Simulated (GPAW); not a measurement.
# TaS2: relaxation of cell and atoms with WC

TaS2:

```
Ta S
1.0
     3.35000    0.00000    0.00000
    -1.67500    2.90119    0.00000
     0.00000    0.00000    5.86000
Ta S
1 2
Direct
  0.00000 0.00000 0.00000
  0.66667 0.33333 0.75000
  0.33333 0.66667 0.25000
```

```json
{"Program": "GPAW 26.7.0", "Task": "relaxation of cell and atoms", "Functional": "WC", "Potentials or basis": "PAW data sets generated in the run's folder for this functional", "Cutoff": "600 eV", "Basis": "pw", "k mesh": "7 × 7 × 4", "Occupations": "fermi-dirac, width 0.05 eV", "Spin": "no spin polarisation", "Target pressure": "10 GPa", "Maxiter": "150", "Optimizer": "BFGS", "Fmax": "0.05 eV/Å", "Max steps": "40", "Convergence": "density=1e-06 energy=1e-06 eigenstates=1e-10"}
```

- Relaxed volume: 16.24 Å³/atom
- Relaxed cell: a = 3.226 Å, b = 3.226 Å, c = 5.404 Å, α = 90.00°, β = 90.00°, γ = 120.00°
- Space group after relaxing (to 0.05 Å): P-3m1 (No. 164)
- Energy change on relaxing (the enthalpy is what falls): +36.2 meV/atom
- Ionic steps: 10
- Pressure after relaxing: 10.0 GPa
- Largest force after relaxing: 0.005 eV/Å
- Band gap on the k mesh: none (metal or under the smearing width)

Forces in eV/Å, atoms in the order of the input:
```
Ta   0.000  0.000  0.000
S    0.000  0.000 -0.005
S    0.000  0.000  0.005
```

Step by step:
| step | energy change (eV) | largest force (eV/Å) | pressure (GPa) | volume (Å³) |
| --- | --- | --- | --- | --- |
| 1 | 0.0000 | 1.0345 | 5.05 | 56.95 |
| 2 | -0.0166 | 0.9277 | 4.89 | 56.48 |
| 3 | 0.1499 | 0.6048 | 6.58 | 49.66 |
| 4 | 0.0556 | 0.0996 | 7.26 | 50.65 |
| 5 | 0.0636 | 0.0825 | 8.71 | 50.31 |
| 6 | 0.1202 | 0.3745 | 12.34 | 49.05 |
| 7 | 0.1379 | 0.3820 | 13.06 | 48.61 |
| 8 | 0.1489 | 0.2107 | 12.58 | 48.15 |
| 9 | 0.1247 | 0.0713 | 10.96 | 48.46 |
| 10 | 0.1085 | 0.0054 | 10.03 | 48.71 |

Final structure:
```xyz
3
Lattice="3.2260 0.0000 0.0000 -1.6130 2.7938 0.0000 0.0000 0.0000 5.4040" Properties=species:S:1:pos:R:3 pbc="T T T"
Ta    0.0000    0.0000    0.0000
S     1.6130    0.9313    3.8416
S     0.0000    1.8625    1.5624
```

Levels at points of the mesh, in eV from the Fermi level:
| k point | band 10 | band 11 | band 12 | band 13 | band 14 | band 15 |
| --- | --- | --- | --- | --- | --- | --- |
| (0.00, 0.00, 0.00) | -0.36 | -0.34 | -0.27 | -0.27 | 0.32 | 0.32 |
| (0.00, 0.00, 0.50) | -3.60 | -0.83 | -0.83 | 0.22 | 0.22 | 1.31 |

Run time: 3.4 min on 1 thread of Arm Neoverse V2 (shared host), peak memory 0.31 GiB.

Caveat: later steps reuse the first step's grids; this functional lacks dispersion, which binds the layers, so the pressure and a relaxed spacing across them are unreliable. Spin-orbit coupling is left out, which matters for the levels of Ta.
